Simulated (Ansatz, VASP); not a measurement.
**GaSb: VASP beside Ansatz**

Contents of INCAR:

```
SYSTEM = GaSb
ALGO     = Normal         ! electronic algorithm
EDIFF    = 1E-7           ! SCF threshold, eV
ENCUT    = 520            ! plane-wave cutoff, eV
GGA      = PS             ! functional
GGA_COMPAT= .FALSE.      
ISIF     = 2              ! what is computed and relaxed
ISMEAR   = 0              ! smearing method
LASPH    = .TRUE.         ! aspherical terms in the spheres
LCHARG   = .FALSE.        ! write CHGCAR
LORBIT   = 11             ! projections on sites
LORBMOM  = .TRUE.       
LREAL    = .FALSE.        ! projectors in reciprocal space
LSORBIT  = .TRUE.         ! spin-orbit coupling
LWAVE    = .FALSE.        ! write WAVECAR
MAGMOM   = 0 0 0 0 0 0    ! initial moments
NBANDS   = 30             ! bands
NELM     = 150            ! most SCF steps
PREC     = Accurate       ! precision mode
SIGMA    = 0.05           ! smearing width, eV
```

File KPOINTS:

```
k-points
0
G
  6 6 6
  0 0 0
```

Contents of POSCAR:

```
GaSb
1.0
    0.0000000000      3.0590005565      3.0590005565
    3.0590005565      0.0000000000      3.0590005565
    3.0590005565      3.0590005565      0.0000000000
Ga Sb
1 1
Direct
    0.0000000000      0.0000000000      0.0000000000
    0.7500000000      0.7500000000      0.7500000000
```

Input for Ansatz:

```yaml
crystal:
  lattice:
    - [0.0, 3.0590005565, 3.0590005565]
    - [3.0590005565, 0.0, 3.0590005565]
    - [3.0590005565, 3.0590005565, 0.0]
  atoms:
    - { symbol: Ga, position: [0.0, 0.0, 0.0] }
    - { symbol: Sb, position: [0.75, 0.75, 0.75] }
basis:
  ecutwfc: 420
  ecutrho_ratio: 4
kpoints:
  mp_grid: { grid: [6, 6, 6] }
hamiltonian:
  xc: pbesol
scf:
  occupations: { method: gaussian, width: 0.05 }
output:
  forces: true
  stress: true
  eigenvalues: true
  populations: true
  topological_invariants: true
magnetization:
  noncollinear: true
  spin_orbit: true
```

Alike in both runs: task single point; functional PBEsol; k mesh 6 × 6 × 6; occupations gaussian, width 0.05 eV; non-collinear spin, spin-orbit coupling.

```csv
,VASP,Ansatz
version,VASP 6.6.1,Ansatz 0.2.0
potentials or method,"VASP PAW PBE potentials, release 64 (Ga_d, Sb)","plane waves, PAW"
plane-wave cutoff (eV),520,420
valence electrons in the cell,18,28
```

VASP gave:

- gap on the k mesh at the Fermi level (eV): none
- pressure (GPa): 0.1
- net moment per atom (μB): 0.00

**Question.** Which values does Ansatz return?

**Answer.** gap on the k mesh at the Fermi level (eV): none; pressure (GPa): 0.0; net moment per atom (μB): 0.00.

A gap of «none» marks a metal or a gap that the smearing closes. The two sets of potentials don't hold the same shells in valence.

Caveats: the PAW data sets were made with another functional, which shifts forces and pressure a little (VASP).
